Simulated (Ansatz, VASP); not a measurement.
## Two plane-wave programs on Bi

Contents of INCAR:

```
SYSTEM = Bi
PREC = Accurate
ENCUT = 520
EDIFF = 1E-7
ISMEAR = 0
SIGMA = 0.1
LREAL = .FALSE.
LASPH = .TRUE.
NELM = 100
ALGO = Fast
ISIF = 2
LWAVE = .FALSE.
LCHARG = .FALSE.
GGA = PS
NBANDS = 22
```

KPOINTS

```
regular mesh
0
G
  6 6 6
  0 0 0
```

The input POSCAR:

```
Bi
1.0
    2.2675000000      1.3091417354      3.9380000000
   -2.2675000000      1.3091417354      3.9380000000
    0.0000000000     -2.6182834708      3.9380000000
Bi
2
Direct
    0.2340000000      0.2340000000      0.2340000000
    0.7660000000      0.7660000000      0.7660000000
```

Input for Ansatz:

```yaml
crystal:
  lattice:
    - [2.2675, 1.3091417354, 3.938]
    - [-2.2675, 1.3091417354, 3.938]
    - [0.0, -2.6182834708, 3.938]
  atoms:
    - { symbol: Bi, position: [0.234, 0.234, 0.234] }
    - { symbol: Bi, position: [0.766, 0.766, 0.766] }
basis:
  ecutwfc: 420
kpoints:
  mp_grid: { grid: [6, 6, 6] }
hamiltonian:
  xc: pbesol
scf:
  occupations: { method: gaussian, width: 0.1 }
output:
  forces: true
  stress: true
  eigenvalues: true
```

Alike in both runs: task single point; functional PBEsol; k mesh 6 × 6 × 6; occupations gaussian, width 0.1 eV; no spin polarisation.

|  | VASP | Ansatz |
| --- | --- | --- |
| version | VASP 6.6.1 | Ansatz 0.2.0 |
| potentials or method | VASP PAW PBE potentials, release 64 (Bi_d) | scalar-relativistic, plane waves, PAW |
| plane-wave cutoff (eV) | 520 | 420 |
| valence electrons in the cell | 30 | 30 |

Ansatz gave:

| Quantity | Value |
| --- | --- |
| gap on the k mesh at the Fermi level (eV) | none |
| pressure (GPa) | -0.3 |
| largest component of the traceless stress (GPa) | 0.10 |
| rms of the force components (eV/Å) | 0.027 |

What did VASP give for the same quantities?

gap on the k mesh at the Fermi level (eV): none; pressure (GPa): -0.4; largest component of the traceless stress (GPa): 0.10; rms of the force components (eV/Å): 0.031.

Atom by atom the forces differ by 0.003 eV/Å (rms over components). A gap of «none» marks a metal or a gap that the smearing closes.

Caveats: the PAW data sets were made with another functional, which shifts forces and pressure a little (VASP); spin-orbit coupling is left out, which moves the levels of the heavy elements.
